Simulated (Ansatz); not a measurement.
**C: a line through an energy map**

The task here is to estimate one member of a computed series from the others.

The COD entry's cell or inner coordinates are ideal or old and differ from later refinements, so a difference from it is no clean test against experiment.

Method: DFT PBEsol+D3(BJ), scalar-relativistic, plane waves, PAW, in Ansatz 0.2.0.

16 further runs of the same task are left out: 16 set aside as unsound or not needed. Runs told in other sessions of the task aren't counted.

## The structure to begin with

It takes space group P6_3/mmc (No. 194, hexagonal). The conventional cell has a = 2.458 Å, b = 2.458 Å, c = 6.580 Å, α = 90.00°, β = 90.00°, γ = 120.00°. Around C (site symmetry -6m2) lie 3 C at 1.42 Å.

As a file:

```cif
data_structure
_symmetry_space_group_name_H-M 'P 1'
_symmetry_Int_Tables_number 1
_cell_length_a 2.4580
_cell_length_b 2.4580
_cell_length_c 6.5801
_cell_angle_alpha 90.000
_cell_angle_beta 90.000
_cell_angle_gamma 120.000
_cell_volume 34.43
loop_
_atom_site_label
_atom_site_type_symbol
_atom_site_fract_x
_atom_site_fract_y
_atom_site_fract_z
_atom_site_occupancy
C1 C 0.00000 0.00000 0.00250 1
C2 C 0.00000 0.00000 0.50250 1
C3 C 0.33333 0.66667 0.00250 1
C4 C 0.66667 0.33333 0.50250 1
```

It is the result of an earlier relaxation at this level (volume 8.61 Å³/atom; gap on the mesh: none (metal)).

## Plan of the line

The energy is mapped over volume and the cell's shape.

- volume per atom: 7 values from 7.57 to 9.64 Å³
- c/a of the conventional cell: 7 values from 2.232 to 3.211

Nothing else is relaxed (symmetry fixes all fractional coordinates). Energies count from the relaxed crystal. Points are written as (first, second).

Set-up of the first run:

input.yaml reads:

```yaml
crystal:
  lattice:
    - [2.26206821, 0.0, 0.0]
    - [-1.131034105, 1.9590085349, 0.0]
    - [0.0, 0.0, 6.8366487511]
  atoms:
    - { symbol: C, position: [0.0, 0.0, 0.0025] }
    - { symbol: C, position: [0.0, 0.0, 0.5025] }
    - { symbol: C, position: [0.3333333333, 0.6666666667, 0.0025] }
    - { symbol: C, position: [0.6666666667, 0.3333333333, 0.5025] }
basis:
  ecutwfc: 520.0
kpoints:
  mp_grid: { grid: [21, 21, 8] }
hamiltonian:
  xc: pbesol
  pseudopotentials: { kind: paw, azcp: { folder: soft_1 } }
  dispersion: d3bj
scf:
  occupations: { method: gaussian, width: 0.15 }
output:
  forces: true
  stress: true
  eigenvalues: true
  write_density: true
  write_potential: true
  elf: true
  volumetric_format: npy
```

Started as:

```sh
$ ansatz run input.yaml --threads 2 --pin off --max-ram 4096MiB --backend cpu --events-out ev --progress --plain --runs-dir out
```

Steps of the session up to this table: Point (7.57 Å³, 3.022); The run at (8.61 Å³, 3.022); The run at (8.95 Å³, 3.022); Point (9.30 Å³, 3.022); The run at (9.64 Å³, 3.022).

One table of the session follows, with a row left open; its other results are not shown here.

```
volume per atom (Å³)  energy (meV/atom)  slope (meV/atom per Å³)  pressure (GPa)
                7.57                555                     −603              97
                7.92                372                     −463              74
                8.26                233                     −347              56
                8.61                132                     −245              39
                8.95                  ?                        ?               ?
                9.30                 24                      −76              12
                9.64                 10                      −10               2
```

Estimate the missing values for volume per atom (Å³) = 8.95.

Worked estimate for «energy (meV/atom)». A straight line through the neighbours (8.61, 132) and (9.30, 24) gives 132 + (24 − 132) × (8.95 − 8.61) / (9.30 − 8.61) = 79; a parabola fitted to 4 rows on both sides gives 65.

The run gave: energy (meV/atom): 63; slope (meV/atom per Å³): −154; pressure (GPa): 25. In «energy (meV/atom)» the line misses by +16 and the parabola by +2.

Energies count from the relaxed crystal. Rows without a step come from runs not printed here or follow by symmetry.

In words: Along this line the energy keeps falling to 9.64 Å³, the edge of the range. The highest point computed, at 7.57 Å³, lies 546 meV/atom above the lowest.

Caveats from the session: Warnings in the runs' records: pseudo functional mismatch.
